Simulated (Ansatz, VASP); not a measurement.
## Two plane-wave programs on SrTiO3

```
Sr Ti O
1.0
     3.89138    0.00000    0.00000
     0.00000    3.89138    0.00000
     0.00000    0.00000    3.89138
Sr Ti O
1 1 3
Direct
  0.01699 0.00000 0.00000
  0.48971 0.50000 0.50000
  0.98156 0.50000 0.50000
  0.47808 0.00000 0.50000
  0.47808 0.50000 0.00000
```

Change from the starting cell: mode 1 frozen in at -0.062 Å and mode 7 at -0.075 Å (largest displacements).

Alike in both runs: task single point; functional PBEsol; k mesh 8 × 8 × 8; occupations gaussian, width 0.05 eV; no spin polarisation.

|  | VASP | Ansatz |
| --- | --- | --- |
| version | VASP 6.6.1 | Ansatz 0.2.0 |
| potentials or method | VASP PAW PBE potentials, release 64 (Sr_sv, Ti_sv, O) | scalar-relativistic, plane waves, PAW |
| plane-wave cutoff (eV) | 520 | 520 |
| valence electrons in the cell | 40 | 40 |

|  | VASP | Ansatz | Ansatz less VASP |
| --- | --- | --- | --- |
| gap on the k mesh at the Fermi level (eV) | 1.82 | 1.86 | +0.037 |
| least direct gap on the mesh (eV) | 2.18 | 2.20 | +0.019 |
| pressure (GPa) | 1.2 | 0.5 | -0.65 |
| largest component of the traceless stress (GPa) | 0.23 | 0.22 | -0.005 |
| rms of the force components (eV/Å) | 0.142 | 0.138 | -0.0043 |

Atom by atom the forces differ by 0.008 eV/Å (rms over components). Ansatz warned: «pseudo_functional_mismatch».

Caveats: the PAW data sets were made with another functional, which shifts forces and pressure a little (VASP). A k mesh can miss the band edges.
